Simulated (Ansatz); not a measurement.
## HfO₂: field gradients at two levels of theory

Cell: an entry of the Crystallography Open Database (COD) whose atoms were relaxed with PBE, the cell held.

```cif
data_HfO2
_symmetry_space_group_name_H-M 'P2_1/c'
_symmetry_Int_Tables_number 14
_cell_length_a 5.1180
_cell_length_b 5.1857
_cell_length_c 5.2841
_cell_angle_alpha 90.000
_cell_angle_beta 99.352
_cell_angle_gamma 90.000
loop_
_atom_site_label
_atom_site_type_symbol
_atom_site_symmetry_multiplicity
_atom_site_Wyckoff_symbol
_atom_site_fract_x
_atom_site_fract_y
_atom_site_fract_z
Hf Hf 4 e 0.2767 0.0419 0.2081
O5 O 4 e 0.4466 0.7584 0.4803
O9 O 4 e 0.0726 0.3393 0.3389
```

One atom of each set is listed.

First run. The numbers come from a DFT calculation in Ansatz (PBE, plane waves and PAW, scalar-relativistic, 420 eV cutoff, Γ-centred 6×6×6 k-points, Fermi–Dirac smearing 0.02 eV).

```tsv
site	V_zz (10²¹ V/m²)	η
Hf	12.69	0.16
O5	1.07	1.00
O9	-1.32	0.88
```

Second run. The same atoms and settings, except that spin–orbit coupling is included (fully relativistic PAW files).

Problem. What does the second run give?

Solution. 

```
site   V_zz     η  change of V_zz
  Hf  12.82  0.16           +0.13
  O5  -1.07  1.00               –
  O9  -1.35  0.87           -0.03
```

The largest change of V_zz along a kept axis is on Hf, from 12.69 to 12.82. In per cent, |V_zz| changes by +1 on Hf, +2 on O (all sites that start above 0.5, bar those whose gradient vanishes or changes sign or whose main axis turns by over 40°). On O5 the largest principal value lies along another axis in the second run, so the two V_zz can't be compared directly.

At this cell the principal stresses reach 5 GPa in size with PBE, which can matter for small gradients.
